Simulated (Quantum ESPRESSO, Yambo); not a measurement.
# A GW chain in Yambo: SiC (P6_3mc), part 2 of 3

Aim: the G0W0 gap of SiC (P6_3mc) on PBE, step by step.

Quantum ESPRESSO 7.5 and Yambo 5.3.0; PBE and many-body steps on it, plane waves. Known limits of the many-body steps: not at the basis limit; coarse k mesh.

So far. Step 2 (Ground state): The gap is indirect, with the least direct gap 1.13 eV higher. Step 3 (Bands along the symmetry lines): The gap is 2.228 eV, as in the run before at this level.

### 4. Empty states on the mesh, 3×3×2 mesh, 203 bands

Level of this step: DFT, PBE, plane waves, norm-conserving pseudopotentials (Quantum ESPRESSO).

The sums over transitions need many empty states on a uniform mesh; this step solves for them.

File pw.in:

```
&control
  calculation = 'nscf'
  prefix = 'x'
  outdir = 'o'
  pseudo_dir = 'pseudo'
/
&system
  ibrav = 0
  nat = 8
  ntyp = 2
  ecutwfc = 74.0
  nbnd = 203
  force_symmorphic = .true.
/
&electrons
  conv_thr = 1e-9
  electron_maxstep = 80
  diago_full_acc = .true.
  diago_thr_init = 5e-6
/
ATOMIC_SPECIES
  Si 28.085 Si.upf
  C 12.011 C.upf
CELL_PARAMETERS angstrom
  3.0756941497 -0.0000000000 0.0000000000
  -1.5378470748 2.6636292679 0.0000000000
  0.0000000000 0.0000000000 10.0706464800
ATOMIC_POSITIONS crystal
  Si 0.6666666667 0.3333333333 0.9378419800
  Si 0.3333333333 0.6666666667 0.4378419800
  Si 0.0000000000 0.0000000000 0.6878943800
  Si 0.0000000000 0.0000000000 0.1878943800
  C 0.6666666667 0.3333333333 0.7498025900
  C 0.3333333333 0.6666666667 0.2498025900
  C 0.0000000000 0.0000000000 0.5004600500
  C 0.0000000000 0.0000000000 0.0004600500
K_POINTS automatic
  3 3 2 0 0 0
```

Command:

```console
OMP_NUM_THREADS=1 mpirun -n 4 pw.x -nk 4 -in pw.in > pw.out
```

What it wrote:

```text
[banner, memory and clock lines left out]
Program PWSCF v.7.5 starts

     Atomic positions and unit cell read from directory:
     o/x.save/

     Message from routine setup:
     using ibrav=0 with symmetry is DISCOURAGED, use correct ibrav instead

     G-vector sticks info

     bravais-lattice index     =            0
     lattice parameter (alat)  =       5.8122  a.u.
     unit-cell volume          =     556.7637 (a.u.)^3
     number of atoms/cell      =            8
     number of atomic types    =            2
     number of electrons       =        32.00
     number of Kohn-Sham states=          203
     kinetic-energy cutoff     =      74.0000  Ry
     charge density cutoff     =     296.0000  Ry
     Exchange-correlation= PBE
                           (   1   4   3   4   0   0   0)

     celldm(1)=   5.812220  celldm(2)=   0.000000  celldm(3)=   0.000000
     celldm(4)=   0.000000  celldm(5)=   0.000000  celldm(6)=   0.000000

     crystal axes: (cart. coord. in units of alat)
               a(1) = (   1.000000  -0.000000   0.000000 )
               a(2) = (  -0.500000   0.866025   0.000000 )
               a(3) = (   0.000000   0.000000   3.274268 )

     reciprocal axes: (cart. coord. in units 2 pi/alat)
               b(1) = (  1.000000  0.577350 -0.000000 )
               b(2) = (  0.000000  1.154701 -0.000000 )
               b(3) = ( -0.000000 -0.000000  0.305412 )
     Pseudo is Norm-conserving + core correction, Zval =  4.0
     Generated using ONCVPSP code by D. R. Hamann
     Using radial grid of 1510 points,  6 beta functions with:
     Pseudo is Norm-conserving + core correction, Zval =  4.0
     Generated using ONCVPSP code by D. R. Hamann
     Using radial grid of 1248 points,  4 beta functions with:
     Si                4.00    28.08500     Si( 1.00)
     C                 4.00    12.01100     C ( 1.00)

      6 Sym. Ops. (no inversion) found

   Cartesian axes

     site n.     atom                  positions (alat units)
         1        Si     tau(   1) = (   0.5000000   0.2886751   3.0707458  )
         2        Si     tau(   2) = (  -0.0000000   0.5773503   1.4336119  )
         3        Si     tau(   3) = (   0.0000000   0.0000000   2.2523505  )
         4        Si     tau(   4) = (   0.0000000   0.0000000   0.6152165  )
         5        C      tau(   5) = (   0.5000000   0.2886751   2.4550545  )
         6        C      tau(   6) = (  -0.0000000   0.5773503   0.8179206  )
         7        C      tau(   7) = (   0.0000000   0.0000000   1.6386403  )
         8        C      tau(   8) = (   0.0000000   0.0000000   0.0015063  )

     number of k points=     6
                       cart. coord. in units 2pi/alat
        k(    1) = (   0.0000000   0.0000000   0.0000000), wk =   0.1111111
        k(    2) = (   0.0000000   0.0000000  -0.1527059), wk =   0.1111111
        k(    3) = (   0.0000000   0.3849002   0.0000000), wk =   0.6666667
        k(    4) = (   0.0000000   0.3849002  -0.1527059), wk =   0.6666667
        k(    5) = (   0.3333333   0.5773503   0.0000000), wk =   0.2222222
        k(    6) = (   0.3333333   0.5773503  -0.1527059), wk =   0.2222222

     Dense  grid:    47781 G-vectors     FFT dimensions: (  32,  32, 108)

     The potential is recalculated from file :
     o/x.save/charge-density

     Starting wfcs are   32 randomized atomic wfcs +  171 random wfcs

     Band Structure Calculation

     End of band structure calculation

          k = 0.0000 0.0000 0.0000 (  5975 PWs)   bands (ev):

    -5.9065  -4.7273  -4.6903  -2.3297   0.9692   5.2137   5.2542   8.4176
     8.4176   8.8798   8.8798   9.0222   9.0222   9.5542   9.6071   9.6071
    14.7181  15.2976  15.9184  15.9433  16.6000  16.6000  16.6245  16.6245
[...]
[... 14 further rows ...]
[...]
91.7995  91.8099  91.8099

          k = 0.0000 0.0000-0.1527 (  5896 PWs)   bands (ev):

[...]
[... 14 further rows ...]
[...]
92.5517  92.5517  93.7514

          k = 0.0000 0.3849 0.0000 (  5986 PWs)   bands (ev):

[...]
44.2840  44.4361  44.9853  45.4475  46.1016  46.3343  47.6355  47.8242
     [... 14 further rows ...]
    93.3469  93.9862  94.3042  94.4701  95.0542  95.0706  95.7159  96.1861
    96.1881  96.5451  97.2227

          k = 0.0000 0.3849-0.1527 (  5978 PWs)   bands (ev):

     [... further k-points ...]

     highest occupied, lowest unoccupied level (ev):     9.6071   12.6184

     XML data file, pseudopotentials, collected wavefunctions
```

It took 24 s on 4 MPI ranks of Arm Neoverse V1, shared host; peak memory 0.64 GiB.

This step gave:

* gap: 3.011 eV
* k of the valence top: 0, 0, 0
* k of the conduction bottom: 0, 0.3333, 0
* least direct gap: 3.856 eV
* k points computed: 6
* lowest point of the top converged band, above the valence top: 82.2029 eV

On this mesh the gap is 3.011 eV. The earlier step found 2.228 eV, so this mesh misses an edge.

### 5. Conversion and set-up

This step: Yambo 5.3.0; conversion and set-up on PBE, plane waves, norm-conserving pseudopotentials.

The states are converted to the many-body program's format and the q mesh is built.

Command:

```console
(cd o/x.save; p2y > p2y.log; mv SAVE ../..); yambo > setup.log
```

What it wrote:

```text
 Yambo, version 5.3.0

 [02] CORE Variables Setup
 =========================

  [02.01] Unit cells
  ==================

  Cell kind             :  HCP
  Atoms in the cell     :  Si  C
  number of Si atoms    :   4
  number of C  atoms    :   4

  List of atomic masses
  Mass of Si    :  28.08500
  Mass of C     :  12.01100

  List of atomic coordinates    : [cc]
  Si1       :   2.90611   1.67784  17.84785  order 1
  Si2       : -0.22762E-09   3.3557       8.3325      order 2
  Si3       :   0.00000   0.00000  13.09116  order 3
  Si4       :  0.000000  0.000000  3.575774  order 4
  C1       :   2.90611   1.67784  14.26932  order 5
  C2       : -0.22762E-09   3.3557       4.7539      order 6
  C3       :  0.000000  0.000000  9.524137  order 7
  C4       :  0.000000  0.000000  0.008755  order 8

  Alat factors          :   5.81222   5.03353  19.03076 [a.u.]
  Direct lattice volume :  556.7637 [a.u.]
  Direct lattice vectors:  A[ 1 ]  A[ 2 ]  A[ 3 ]
   A[ 1 ]:  1.000000 -0.000000  0.000000  [iru]
   5.812220 -0.000000  0.000000  [cc]
   A[ 2 ]: -0.500000  1.000000  0.000000  [iru]
  -2.906110  5.033530  0.000000  [cc]
   A[ 3 ]:  0.000000  0.000000  1.000000  [iru]
    0.00000   0.00000  19.03076  [cc]

  Recip. lattice volume :  0.445522 [a.u.]
  Recip. lattice vectors:  B[ 1 ]  B[ 2 ]  B[ 3 ]
   B[ 1 ]:  1.000000  0.500000  0.000000  [iku]
   1.081030  0.624133 -0.000000  [cc]
   B[ 2 ]:  0.000000  1.000000  0.000000  [iku]
   0.000000  1.248266 -0.000000  [cc]
   B[ 3 ]:  0.000000  0.000000  1.000000  [iku]
  -0.000000 -0.000000  0.330159  [cc]

  [02.02] Symmetries
  ==================

  Inversion symmetry    : yes
  Spatial inversion     : no
  Inversion index       :   7
  K-space Time-reversal : yes
  Magnetic symmetries   : no
  Time-reversal derived K-space symmetries:   7  12
  Group table correct   : yes
  Symmetries units      :  [cc]

   [S  1]:   1.0000       0.0000       0.0000      0.80654E-17   1.0000       0.0000       0.0000       0.0000       1.0000
   [S  2]: -0.500000  0.866025  0.000000 -0.866025 -0.500000  0.000000  0.000000  0.000000  1.000000
   [S  3]: -0.500000 -0.866025  0.000000  0.866025 -0.500000  0.000000  0.000000  0.000000  1.000000
   [S  4]:  -1.0000       0.0000       0.0000      0.37543E-10   1.0000       0.0000       0.0000       0.0000       1.0000
   [S  5]:  0.500000  0.866025  0.000000  0.866025 -0.500000  0.000000  0.000000  0.000000  1.000000
   [S  6]:  0.500000 -0.866025  0.000000 -0.866025 -0.500000  0.000000  0.000000  0.000000  1.000000
   [S* 7]:  -1.0000      -0.0000      -0.0000     -0.80654E-17  -1.0000      -0.0000      -0.0000      -0.0000      -1.0000
   [S* 8]:  0.500000 -0.866025 -0.000000  0.866025  0.500000 -0.000000 -0.000000 -0.000000 -1.000000
   [S* 9]:  0.500000  0.866025 -0.000000 -0.866025  0.500000 -0.000000 -0.000000 -0.000000 -1.000000
[...]
K_min[ 3 ] :  0.31044E-17  0.33333       0.0000     [rlu]
  Grid dimensions      :  2  3  3
  K lattice UC volume  :  0.024751 [a.u.]

  IBZ K-points                                      :   6
  BZ  K-points                                      :  18

  K/Q-points units:
  rlu = crystal or reduced units; cc = cartesian coordinates; iku = interal k-units

  K [1]          [rlu]:  0.000000  0.000000  0.000000
         WF components:   5975
  K [2]          [rlu]:  0.000000  0.000000 -0.500000
         WF components:   5896
  K [3]          [rlu]:  0.000000  0.333333  0.000000
         WF components:   5986
  K [4]          [rlu]:  0.000000  0.333333 -0.500000
         WF components:   5978
  K [5]          [rlu]:  0.333333  0.333333  0.000000
         WF components:   6012
  K [6]          [rlu]:  0.333333  0.333333 -0.500000
         WF components:   6030

  [02.05] Energies & Occupations
  ==============================

  [X] === General ===
  [X] Electronic Temperature                        :  0.000000  0.000000 [eV K]
  [X] Bosonic    Temperature                        :  0.000000  0.000000 [eV K]
  [X] Finite Temperature mode                       : no
  [X] El. density                                   :  0.38786E+24 [cm-3]
  [X] Fermi Level                                   :  9.607050 [eV]

  [X] === Gaps and Widths ===
  [X] Conduction Band Min                           :  3.011370 [eV]
  [X] Valence Band Max                              :  0.000000 [eV]
  [X] Filled Bands                                  :  16
  [X] Empty Bands                                   :   17  203
  [X] Direct Gap                                    :  3.856449 [eV]
  [X] Direct Gap localized at k                     :  3
  [X] Indirect Gap                                  :  3.011370 [eV]
  [X] Indirect Gap between kpts                     :  1  3
  [X] Last valence band width                       :  2.457014 [eV]
  [X] 1st conduction band width                     :  2.308218 [eV]

  E @ K [1]:  [eV]
  -15.51356 -14.33437 -14.29736 -11.93680  -8.63786  -4.39338  -4.35289  -1.18941
[...]
occ @ K [1]
[...]
E @ K [2]:  [eV]
[...]
occ @ K [2]
[...]
E @ K [3]:  [eV]
[...]
occ @ K [3]
[...]
E @ K [4]:  [eV]
[...]
occ @ K [4]
[...]
E @ K [5]:  [eV]
[...]
occ @ K [5]
[...]
E @ K [6]:  [eV]
[...]
occ @ K [6]
[...]
0.000000  0.000000  0.000000  0.000000  0.000000  0.000000  0.000000  0.000000
   0.000000  0.000000  0.000000  0.000000  0.000000  0.000000  0.000000  0.000000

 [03] Transferred momenta grid and indexing
 ==========================================

 IBZ Q-points                                      :   6
 BZ  Q-points                                      :  18

 K/Q-points units:
 rlu = crystal or reduced units; cc = cartesian coordinates; iku = interal k-units

 Q [1]          [rlu]:  0.000000  0.000000  0.000000
 Q [2]          [rlu]:  0.000000  0.000000 -0.500000
 Q [3]          [rlu]:  0.31044E-17  0.33333       0.0000
 Q [4]          [rlu]:  0.31044E-17  0.33333     -0.50000
 Q [5]          [rlu]:  0.333333  0.333333  0.000000
 Q [6]          [rlu]:  0.333333  0.333333 -0.500000

  [03.01] X indexes
  =================

   [03.01.01] Sigma indexes
   ========================

 [06] Game Over & Game summary
```

The job ended after 2.2 s (1 MPI rank; peak memory 0.24 GiB).

[end of part 2 of 3]

[Paths, hosts, dates, memory and timing lines, banners, echoed tables and standing remarks are left out of the program output.]

[Logs are printed without paths, hosts, clocks, repeated set-up lines and the standing remarks that a program may print on its own settings, such as how far it seeks lower states.]

[Runs of the session that timed out or met a known fault of the program may be left out.]

[Hosts, paths, dates, database ids (printed as entryN), source tags and the programs' standing remarks are cut or masked in the printed files.]
